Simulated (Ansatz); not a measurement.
An Ansatz (an electronic-structure program) run: MgAl2O4 with a change (isotropic strain −1.45 %); PBE/PAW in Ansatz, spin-orbit coupling left out.

Input:

Ansatz 0.2 input:
```yaml
crystal:
  lattice:
    - [0, 4.0251030626, 4.0251030626]
    - [4.0251030626, 0, 4.0251030626]
    - [4.0251030626, 4.0251030626, 0]
  atoms:
    - { symbol: Mg, position: [0.75, 0.75, 0.75] }
    - { symbol: Mg, position: [0.5, 0.5, 0.5] }
    - { symbol: Al, position: [0.625, 0.125, 0.125] }
    - { symbol: Al, position: [0.125, 0.125, 0.625] }
    - { symbol: Al, position: [0.125, 0.625, 0.125] }
    - { symbol: Al, position: [0.125, 0.125, 0.125] }
    - { symbol: O, position: [0.3614575879, 0.3614575879, 0.3614575879] }
    - { symbol: O, position: [0.3343727638, 0.8885424121, 0.8885424121] }
    - { symbol: O, position: [0.3614575879, 0.3614575879, 0.9156272362] }
    - { symbol: O, position: [0.8885424121, 0.3343727638, 0.8885424121] }
    - { symbol: O, position: [0.9156272362, 0.3614575879, 0.3614575879] }
    - { symbol: O, position: [0.8885424121, 0.8885424121, 0.8885424121] }
    - { symbol: O, position: [0.3614575879, 0.9156272362, 0.3614575879] }
    - { symbol: O, position: [0.8885424121, 0.8885424121, 0.3343727638] }
basis: { ecutwfc: 420, ecutrho_ratio: 4, xc_grid: 2, fft_grid_basis: typed }
kpoints: { mp_grid: { grid: [6, 6, 6] } }
hamiltonian:
  xc: pbe
  dispersion: none
  pseudopotentials: { kind: paw }
scf: { occupations: { method: fermi_dirac, width: 0.05 }, convergence: { dr2_threshold: 0.0000000014 } }
relax: { f_tol: 0.005, max_steps: 50 }
output: { forces: true, stress: true }
checkpoint: { write: state.ck, write_every: 1000 }
```

Output (explanatory and most iteration lines left out):

```
Relaxation: its limit of steps is 50 (relax.max_steps)
Pseudopotential: Mg, paw, valence charge 10
Pseudopotential: Al, paw, valence charge 3
Pseudopotential: O, paw, valence charge 6
Crystal: 14 atoms, lattice volume = 130.425 Å³
Basis set: ecut = 420 eV, 2637 PW (Γ), exchange–correlation on 80×80×80 points (8 copies of the dense FFT grid, shifted against one another)
Bands: 54, of which v1, the nominal top of the filled ones, is band 40 counted from 1 (39 counted from 0)
Symmetry: 48 space group operations
Space group: Fd-3m (ITA 227), of the structure as read, at distance tolerance 5.1e-5 Å
k-points: 16 of 216
Functional: x = pbe(κ = 0.804, μ = 0.2195149727645171), c = pbe(β = 0.06672455060314922)
SCF iter   1: F=—  HF=-10558.532200 eV  |F-HF|=—  |Δ(HF+E_count)|=         —  Δρ=1.15e-3  dr2=2.73e-3  ethr=1.77e-3  ⟨swp⟩=7.8  Hψ=4168  notcnv=0  defer=21
SCF iter   2: F=—  HF=-10558.531073 eV  |F-HF|=—  |Δ(HF+E_count)|=   1.13e-3  Δρ=6.23e-4  dr2=8.51e-4  ethr=3.42e-6  ⟨swp⟩=2.0  Hψ=1624  notcnv=0  defer=54
SCF 1 converged in 8 iterations: F = -10558.530728 eV  dr2 = 1.67e-10
relax step   1: F+E_penalty+E_count = -10558.53072756 eV  Δ(F+E_penalty+E_count) = +0.000e0 eV  max|allowed force component| = 1.301e-1 eV/Å  Δτ_max = 0.0000 Å  (8 SCF iters, accepted)
Crystal: 14 atoms, lattice volume = 130.425 Å³
SCF iter   1: F=—  HF=-10558.535907 eV  |F-HF|=—  |Δ(HF+E_count)|=         —  Δρ=4.81e-4  dr2=4.38e-4  ethr=5.46e-7  ⟨swp⟩=1.4  Hψ=2172  notcnv=0  defer=135
SCF iter   2: F=—  HF=-10558.535770 eV  |F-HF|=—  |Δ(HF+E_count)|=   1.37e-4  Δρ=2.01e-4  dr2=8.18e-5  ethr=5.46e-7  ⟨swp⟩=2.0  Hψ=1046  notcnv=0  defer=135
SCF 2 converged in 6 iterations: F = -10558.535413 eV  dr2 = 2.30e-10
relax step   2: F+E_penalty+E_count = -10558.53541261 eV  Δ(F+E_penalty+E_count) = -4.685e-3 eV  max|allowed force component| = 5.753e-2 eV/Å  Δτ_max = 0.0036 Å  (6 SCF iters, accepted)
Crystal: 14 atoms, lattice volume = 130.425 Å³
SCF iter   1: F=—  HF=-10558.536973 eV  |F-HF|=—  |Δ(HF+E_count)|=         —  Δρ=3.83e-4  dr2=2.74e-4  ethr=3.45e-6  ⟨swp⟩=2.1  Hψ=1635  notcnv=0  defer=135
SCF iter   2: F=—  HF=-10558.536885 eV  |F-HF|=—  |Δ(HF+E_count)|=   8.77e-5  Δρ=1.58e-4  dr2=5.16e-5  ethr=3.43e-7  ⟨swp⟩=2.3  Hψ=1400  notcnv=0  defer=135
SCF 3 converged in 6 iterations: F = -10558.536552 eV  dr2 = 9.64e-11
relax step   3: F+E_penalty+E_count = -10558.53655209 eV  Δ(F+E_penalty+E_count) = -1.139e-3 eV  max|allowed force component| = 2.462e-5 eV/Å  Δτ_max = 0.0029 Å  (6 SCF iters, accepted)
SCF converged after 6 iterations
Free energy (F): -10558.536552 eV
Internal energy: -10558.536552 eV  (E = F + TS)
E sigma→0 (E₀):  -10558.536552 eV
Fermi energy:    9.659655 eV
--- Forces (eV/Å), atoms counted from 1 ---
  atom   1  Mg     0.00000000     0.00000000     0.00000000
  atom   2  Mg     0.00000000    -0.00000000    -0.00000000
  atom   3  Al     0.00000000     0.00000000     0.00000000
  atom   4  Al     0.00000000    -0.00000000     0.00000000
  atom   5  Al     0.00000000     0.00000000    -0.00000000
  atom   6  Al     0.00000000    -0.00000000     0.00000000
  atom   7  O     -0.00002462    -0.00002462    -0.00002462
  atom   8  O      0.00002462    -0.00002462    -0.00002462
  atom   9  O      0.00002462     0.00002462    -0.00002462
  atom  10  O     -0.00002462     0.00002462    -0.00002462
  atom  11  O     -0.00002462     0.00002462     0.00002462
  atom  12  O      0.00002462     0.00002462     0.00002462
  atom  13  O      0.00002462    -0.00002462     0.00002462
  atom  14  O     -0.00002462    -0.00002462     0.00002462
--- Stress (GPa, compression-positive) ---
        8.684827      -0.000000       0.000000
        0.000000       8.684827      -0.000000
        0.000000      -0.000000       8.684827
  P = ⅓ Tr σ = 8.6848 GPa (86.848 kbar)
--- Relaxed structure (3 steps of the walk, 3 accepted, 0 SCFs on fresh bases) ---
  atoms:
    - { symbol: Mg, position: [0.7500000000000001, 0.7500000000000001, 0.7500000000000001] }
    - { symbol: Mg, position: [0.5, 0.5, 0.5] }
    - { symbol: Al, position: [0.625, 0.125, 0.125] }
    - { symbol: Al, position: [0.125, 0.125, 0.625] }
    - { symbol: Al, position: [0.125, 0.625, 0.125] }
    - { symbol: Al, position: [0.125, 0.125, 0.125] }
    - { symbol: O, position: [0.3619211983261533, 0.3619211983261533, 0.3619211983261533] }
    - { symbol: O, position: [0.33576359497845987, 0.8880788016738468, 0.8880788016738467] }
    - { symbol: O, position: [0.3619211983261533, 0.3619211983261533, 0.9142364050215402] }
    - { symbol: O, position: [0.8880788016738468, 0.33576359497845987, 0.8880788016738467] }
    - { symbol: O, position: [0.9142364050215402, 0.3619211983261533, 0.3619211983261532] }
    - { symbol: O, position: [0.8880788016738468, 0.8880788016738468, 0.8880788016738468] }
    - { symbol: O, position: [0.3619211983261533, 0.9142364050215402, 0.3619211983261532] }
    - { symbol: O, position: [0.8880788016738468, 0.8880788016738468, 0.33576359497845987] }
```

No phonon test of stability was made. The cell was made from MgAl2O4 in the spinel structure (space group Fd-3m, No. 227) by this change: isotropic strain −1.45 %.
